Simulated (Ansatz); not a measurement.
Runs of Ansatz 0.2.0 on C. The structure is hexagonal, space group P6_3/mmc (No. 194). The conventional cell has a = 2.522 Å, b = 2.522 Å, c = 12.356 Å, α = 90.00°, β = 90.00°, γ = 120.00°. C (site symmetry 3m) is surrounded by 4 C at 1.54 Å. Around C (site symmetry 3m) lie 4 C at 1.54 Å. Around C (site symmetry 3m) lie 4 C at 1.54 Å. This is a hexagonal form of diamond, not graphite.

```csv
task,level,cell,points for each segment of the path,gap on the mesh (eV),pressure (GPa),relaxed volume (Å³/atom),largest force (eV/Å)
relaxation of cell and atoms,PBEsol,relaxed,-,4.36,0.0,5.61,-
band structure,PBEsol,as given,10,(a),-4.5,-,0.34
band structure,RPBE,as given,10,4.39,8.2,-,0.33
band structure,LDA,as given,10,4.36,(b),-,0.34
relaxation of cell and atoms,LDA,relaxed,-,(c),0.0,5.51,-
relaxation of cell and atoms,RPBE,relaxed,-,4.41,0.0,5.78,-
band structure,revPBE,as given,10,4.38,6.7,-,0.33
```

Alike in all rows: potentials or basis Ansatz PAW; no spin polarisation; k mesh 12 × 12 × 3; cutoff (eV) 420; smearing fermi-dirac 0.05 eV.

**Question.** Fill in the values left out.

**Answer.** (a) 4.26; (b) -12.8; (c) 4.51.

Caveats: the PAW data sets come from PBE, with cores solved anew for the run's functional, which leaves a small shift of forces and pressure; odd divisions of the mesh miss points on the zone boundary, where band edges often lie, so the gap on the mesh can be too wide (some runs); the plane-wave basis is chosen anew once the cell has moved, so the energies of steps on either side of that aren't comparable (some runs).

A k mesh can miss the band edges.
